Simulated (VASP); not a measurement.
# Ag in VASP: relaxation of the atoms with r2SCAN+rVV10

Aim: the relaxation of the atoms of Ag with r2SCAN+rVV10.

Program: VASP 6.6.1. These are calculated values, not measurements. Logs are shortened: lines on timing, memory, paths and dates and some standing lists are left out, and cuts for length are marked.

**1. The slab as given**

The cell holds a slab with vacuum, 4 atoms: a = 2.939 Å, b = 2.939 Å, c = 29.186 Å, α = 90.00°, β = 90.00°, γ = 120.00°.

The cell was built by a generator and needn't be a form met in nature.

**2. Relaxation of the atoms, r2SCAN+rVV10**

Contents of INCAR:

```
  PREC = Accurate
  ENCUT = 520
  EDIFF = 1E-7
  ISMEAR = 1
  SIGMA = 0.1
  LREAL = F
  LASPH = T
  NELM = 120
  ALGO = Normal
  ISIF = 2
  LWAVE = F
  LCHARG = F
  LDIPOL = T
  IDIPOL = 3
  DIPOL = 0.5 0.5 0.500
  METAGGA = R2SCAN
  LMIXTAU = T
  LUSE_VDW = T
  IVDW_NL = 2
  BPARAM = 11.95
  CPARAM = 0.0093
  IBRION = 2
  NSW = 90
  EDIFFG = -0.02
  KPAR = 2
```

Contents of KPOINTS:

```
Automatic mesh
0
Gamma
  15 15 1
```

Contents of POSCAR:

```
Ag
1.0
    2.9393625700      0.0000000000      0.0000000000
   -1.4696812800      2.5455626200      0.0000000000
    0.0000000000      0.0000000000     29.1862216700
Ag
4
Direct
    1.0000000000      0.0000000000      0.3818156500
    0.6666660000      0.3333340000      0.4606029200
    0.3333330000      0.6666670000      0.5393970800
    1.0000000000      0.0000000000      0.6181843500
```

Potentials or basis: VASP PAW PBE potentials, release 64 (Ag).

Started as:

```console
$ cat potpaw_PBE.64/Ag/POTCAR > POTCAR
$ mpirun -np 2 vasp_std > vasp.out
```

OUTCAR:

```text
PREC = Accurate
   ENCUT = 520
   EDIFF = 1E-7
   ISMEAR = 1
   LREAL = F
   LASPH = T
   NELM = 120
   ISIF = 2
   METAGGA = R2SCAN
   IVDW_NL = 2
   BPARAM = 11.95
   IBRION = 2
   NSW = 90
   EDIFFG = -0.02

 ion  position               nearest neighbor table
   1  0.000  0.000  0.382-   2 2.86   2 2.86   2 2.86
   2  0.667  0.333  0.461-   1 2.86   1 2.86   1 2.86   3 2.86   3 2.86   3 2.86
   3  0.333  0.667  0.539-   4 2.86   4 2.86   4 2.86   2 2.86   2 2.86   2 2.86
   4  0.000  0.000  0.618-   3 2.86   3 2.86   3 2.86

  LATTYP: Found a hexagonal cell.
 ALAT       =     2.9393625700
 C/A-ratio  =     9.9294391131

  Lattice vectors:

 A1 = (   2.9393625700,   0.0000000000,   0.0000000000)
 A2 = (  -1.4696812800,   2.5455626200,   0.0000000000)
 A3 = (   0.0000000000,   0.0000000000,  29.1862216700)

Analysis of symmetry for initial positions (statically):
=====================================================================
 Subroutine PRICEL returns:
 Original cell was already a primitive cell.

 Routine SETGRP: Setting up the symmetry group for a
 hexagonal supercell.

 Subroutine GETGRP returns: Found 12 space group operations
 (whereof 12 operations were pure point group operations)
 out of a pool of 24 trial point group operations.

The static configuration has the point symmetry D_3d.

Analysis of symmetry for dynamics (positions and initial velocities):
=====================================================================
 Subroutine PRICEL returns:
 Original cell was already a primitive cell.

 Routine SETGRP: Setting up the symmetry group for a
 hexagonal supercell.

 Subroutine GETGRP returns: Found 12 space group operations
 (whereof 12 operations were pure point group operations)
 out of a pool of 24 trial point group operations.

The dynamic configuration has the point symmetry D_3d.

 Subroutine INISYM returns: Found 12 space group operations
 (whereof 12 operations are pure point group operations),
 and found     1 'primitive' translations

----------------------------------------------------------------------------------------

                                     Primitive cell

  volume of cell :     218.3810

  direct lattice vectors                    reciprocal lattice vectors
     2.939362570  0.000000000  0.000000000     0.340209816  0.196420231  0.000000000
    -1.469681280  2.545562620  0.000000000     0.000000000  0.392840464  0.000000000
     0.000000000  0.000000000 29.186221670     0.000000000  0.000000000  0.034262743

  length of vectors
     2.939362570  2.939362536 29.186221670     0.392840459  0.392840464  0.034262743

  position of ions in fractional coordinates (direct lattice)
     0.000000000  0.000000000  0.381815650
     0.666666000  0.333334000  0.460602920
     0.333333000  0.666667000  0.539397080
     0.000000000  0.000000000  0.618184350

  ion indices of the primitive-cell ions
   primitive index   ion index
                 1           1
                 2           2
                 3           3
                 4           4

----------------------------------------------------------------------------------------

 KPOINTS: Automatic mesh

Automatic generation of k-mesh.
 Grid dimensions read from file:
 generate k-points for:   15   15    1

 Generating k-lattice:

  Cartesian coordinates                     Fractional coordinates (reciprocal lattice)
     0.022680654  0.013094682  0.000000000     0.066666667  0.000000000  0.000000000
     0.000000000  0.026189364  0.000000000     0.000000000  0.066666667  0.000000000
     0.000000000  0.000000000  0.034262743     0.000000000  0.000000000  1.000000000

  Length of vectors
     0.026189364  0.026189364  0.034262743

  Shift w.r.t. Gamma in fractional coordinates (k-lattice)
     0.000000000  0.000000000  0.000000000

 Subroutine IBZKPT returns following result:
 ===========================================

 Found     27 irreducible k-points:

 Following reciprocal coordinates:
            Coordinates               Weight
  0.000000  0.000000  0.000000      1.000000
  0.066667 -0.000000  0.000000      6.000000
  0.133333  0.000000  0.000000      6.000000
  0.200000  0.000000  0.000000      6.000000
  0.266667  0.000000  0.000000      6.000000
  0.333333 -0.000000  0.000000      6.000000
[... 16 lines left out ...]
  0.333333  0.200000  0.000000     12.000000
  0.400000  0.200000  0.000000      6.000000
 [... further k-points ...]
   k-points           NKPTS =     27   k-points in BZ     NKDIM =     27   number of bands    NBANDS=     26
   number of dos      NEDOS =    301   number of ions     NIONS =      4
   total plane-waves  NPLWV = 129024
   dimension x,y,z NGX =    24 NGY =   24 NGZ =  224
   dimension x,y,z NGXF=    48 NGYF=   48 NGZF=  448
   ions per type =               4
   NGX,Y,Z   is equivalent  to a cutoff of  13.57, 13.57, 12.76 a.u.
   NGXF,Y,Z  is equivalent  to a cutoff of  27.15, 27.15, 25.52 a.u.
 SYSTEM =  unknown system
   PREC   = accura    normal or accurate (medium, high low for compatibility)
   ISTART =      0    job   : 0-new  1-cont  2-samecut
   ICHARG =      2    charge: 1-file 2-atom 10-const
   ISPIN  =      1    spin polarized calculation?
   LNONCOLLINEAR =      F non collinear calculations
   LSORBIT =      F    spin-orbit coupling
   LASPH  =      T    aspherical Exc in radial PAW
   ENCUT  =  520.0 eV  38.22 Ry    6.18 a.u.   5.47  5.47 54.27*2*pi/ulx,y,z
   NELM   =    120;   NELMIN=  2; NELMDL= -5     # of ELM steps
   EDIFF  = 0.1E-06   stopping-criterion for ELM
   LREAL  =      F    real-space projection
   EDIFFG = -.2E-01   stopping-criterion for IOM
   NSW    =     90    number of steps for IOM
   IBRION =      2    ionic relax: 0-MD 1-quasi-New 2-CG
   NFREE  =      1    steps in history (QN), initial steepest desc. (CG)
   ISIF   =      2    stress and relaxation
   ISYM   =      2    0-nonsym 1-usesym 2-fastsym
   POTIM  = 0.5000    time-step for ionic-motion
   TEBEG  =    0.0;   TEEND  =   0.0 temperature during run
   PSTRESS=    0.0 pullay stress
   NELECT =      44.0000    total number of electrons
   NUPDOWN=      -1.0000    fix difference up-down
   EMIN   =  10.00;   EMAX   =-10.00  energy-range for DOS
   EFERMI =   0.00;   METHOD = LEGACY
   ISMEAR =     1;   SIGMA  =   0.10  broadening in eV -4-tet -1-fermi 0-gaus
   EFERMI_NEDOS =   21; number of points for ismear=-14 and -15
   IALGO  =     38    algorithm
   IMIX   =      4    mixing-type and parameters
     AMIX     =   0.40;   BMIX     =  1.00
     AMIX_MAG =   1.60;   BMIX_MAG =  1.00
  volume/ion in A,a.u.               =      54.60       368.43
  Fermi-wavevector in a.u.,A,eV,Ry     =   0.959741  1.813648 12.532368  0.921103
  Thomas-Fermi vector in A             =   2.088964
   LORBIT       =      0    0 simple, 1 ext, 2 COOP (PROOUT), +10 PAW based schemes
   METAGGA = R2SCAN    functional components
   LHFCALC =     F    Hartree Fock is set to
   AEXX    =    0.0000 exact exchange contribution
   IVDW_NL    =     2    kernel type
   BPARAM     =11.9500
   IVDW    =     0    specifies the selected vdW correction
   LEPSILON=     F    determine dielectric tensor
   LRPA    =     F    only Hartree local field effects (RPA)
 conjugate gradient relaxation of ions
 non-spin polarized calculation
 Methfessel and Paxton  Order N= 1 SIGMA  =   0.10
  energy-cutoff  :      520.00
  volume of cell :      218.38
 maximum number of plane-waves:      6001
 NGX is ok and might be reduce to    24
   NGX = 11   NGY = 11   NGZ =109

--------------------------------------- Ionic step        1  -------------------------------------------

 number of electron      44.0000015 magnetization

 Free energy of the ion-electron system (eV)
  ---------------------------------------------------
  ext. energy  EPLUGINS =         0.00000000
  ---------------------------------------------------
  free energy    TOTEN  =       -83.00802806 eV

  energy without entropy =      -83.00670751  energy(sigma->0) =      -83.00758788

------------------------ aborting loop EDIFF was not reached (unconverged)  ----------------------------

  FORCE on cell =-STRESS in cart. coord.  units (eV):
  Direction    XX          YY          ZZ          XY          YZ          ZX
  --------------------------------------------------------------------------------------
  -------------------------------------------------------------------------------------
  Total       -2.2520009     -2.2520009      0.2307778     -0.0000000      0.0000000     -0.0000000
  in kB      -16.5220649    -16.5220644      1.6931283     -0.0000000      0.0000000     -0.0000000
  external PRESSURE =     -10.4503337 kB  Pullay stress =       0.0000000 kB
[... 95 lines left out ...]
  FREE ENERGIE OF THE ION-ELECTRON SYSTEM (eV)
  ---------------------------------------------------
  free  energy   TOTEN  =       -83.0092580543 eV

  energy  without entropy=      -83.0079247145  energy(sigma->0) =      -83.00881361

[... ionic steps 4 to 7 ...]

--------------------------------------- Ionic step        8  -------------------------------------------

 number of electron      44.0000020 magnetization

------------------------ aborting loop because EDIFF is reached ----------------------------------------
[... 27 lines left out ...]
  FREE ENERGIE OF THE ION-ELECTRON SYSTEM (eV)
  ---------------------------------------------------
  free  energy   TOTEN  =       -83.0093863120 eV

  energy  without entropy=      -83.0079748332  energy(sigma->0) =      -83.00891582

 dipolmoment           0.000000      0.000000      0.000000 electrons x Angstroem

--------------------------------------- Ionic step        9  -------------------------------------------

 number of electron      44.0000021 magnetization

------------------------ aborting loop because EDIFF is reached ----------------------------------------
[... 33 lines left out ...]
--------------------------------------- Ionic step       10  -------------------------------------------

 number of electron      44.0000021 magnetization

 dipolmoment           0.000000      0.000000     -0.000000 electrons x Angstroem

 Free energy of the ion-electron system (eV)
  ---------------------------------------------------
  ext. energy  EPLUGINS =         0.00000000
  ---------------------------------------------------
  free energy    TOTEN  =       -83.00966282 eV

  energy without entropy =      -83.00826733  energy(sigma->0) =      -83.00919766

 E-fermi :  -0.3102     XC(G=0):  -4.6294

 val. band max:       -0.4629893440   @ k =   0.4000   0.0667   0.0000
 cond. band min:      -0.3079715836   @ k =   0.2000   0.2000   0.0000
 fundamental gap:      0.1550177604
 Fermi energy:        -0.3101741351

 k-point     1 :       0.0000    0.0000    0.0000
  band No.  band energies     occupation
      1      -7.9285      2.00000
      2      -7.0677      2.00000
      3      -6.7724      2.00000
      4      -6.6134      2.00000
      5      -5.5436      2.00000
      6      -5.5436      2.00000
[... 685 lines left out ...]
     25       4.0381      0.00000
     26       4.6846      0.00000

 [... further k-points ...]

------------------------ aborting loop because EDIFF is reached ----------------------------------------

 vacuum level on the upper side and lower side of the slab       (xc-potential included)         0.049         0.049

  FORCE on cell =-STRESS in cart. coord.  units (eV):
  Direction    XX          YY          ZZ          XY          YZ          ZX
  --------------------------------------------------------------------------------------
  -------------------------------------------------------------------------------------
  Total       -2.3677467     -2.3677466      0.0452974     -0.0000000      0.0000000     -0.0000000
  in kB      -17.3712471    -17.3712466      0.3323299     -0.0000000      0.0000000     -0.0000000
  external PRESSURE =     -11.4700546 kB  Pullay stress =       0.0000000 kB
[... 19 lines left out ...]
  FREE ENERGIE OF THE ION-ELECTRON SYSTEM (eV)
  ---------------------------------------------------
  free  energy   TOTEN  =       -83.0096628163 eV

  energy  without entropy=      -83.0082673344  energy(sigma->0) =      -83.00919766

 reached required accuracy - stopping structural energy minimisation

 vacuum level on the upper side and lower side of the slab         4.091         4.091
```

Run time: 89 min. Hardware: 2 MPI ranks of Intel Xeon Platinum 8488C (Sapphire Rapids), shared host; peak memory 0.9 GiB.

Results:

| Quantity | Value |
| --- | --- |
| Free energy | -83.0097 eV |
| Energy gained by relaxing | 0.4 meV/atom |
| Ionic steps | 10 |
| Largest force after relaxing | 0.010 eV/Å |
| Band gap on the k mesh | none (metal or under the smearing width) |

Forces on the atoms (eV/Å):
```
Ag   0.000  0.000 -0.010
Ag   0.000  0.000 -0.001
Ag   0.000  0.000  0.001
Ag   0.000  0.000  0.010
```

The path:
| step | energy change (eV) | largest force (eV/Å) | pressure (GPa) |
| --- | --- | --- | --- |
| 1 | 0.0000 | 0.0687 | -1.05 |
| 2 | -0.0012 | 0.0334 | -1.08 |
| 3 | -0.0012 | 0.0321 | -1.08 |
| 4 | -0.0012 | 0.0294 | -1.08 |
| 5 | -0.0013 | 0.0238 | -1.08 |
| 6 | -0.0013 | 0.0240 | -1.08 |
| 7 | -0.0014 | 0.0305 | -1.09 |
| 8 | -0.0014 | 0.0292 | -1.09 |
| 9 | -0.0015 | 0.0245 | -1.10 |
| 10 | -0.0016 | 0.0104 | -1.15 |

Final structure:
```xyz
4
Lattice="2.9394 0.0000 0.0000 -1.4697 2.5456 0.0000 0.0000 0.0000 29.1862" Properties=species:S:1:pos:R:3 pbc="T T T"
Ag    0.0000    0.0000   11.1355
Ag    1.4697    0.8485   13.4341
Ag    0.0000    1.6970   15.7521
Ag    0.0000    0.0000   18.0508
```

Levels at points of the mesh, in eV from the Fermi level:
```csv
k point,band 19,band 20,band 21,band 22,band 23,band 24,band 25,band 26
"(0.00, 0.00, 0.00)",-3.66,-3.66,-3.48,-3.41,-3.41,-0.97,0.35,4.05
```

Caveat: the PAW data sets were made with another functional, which shifts forces and pressure a little.
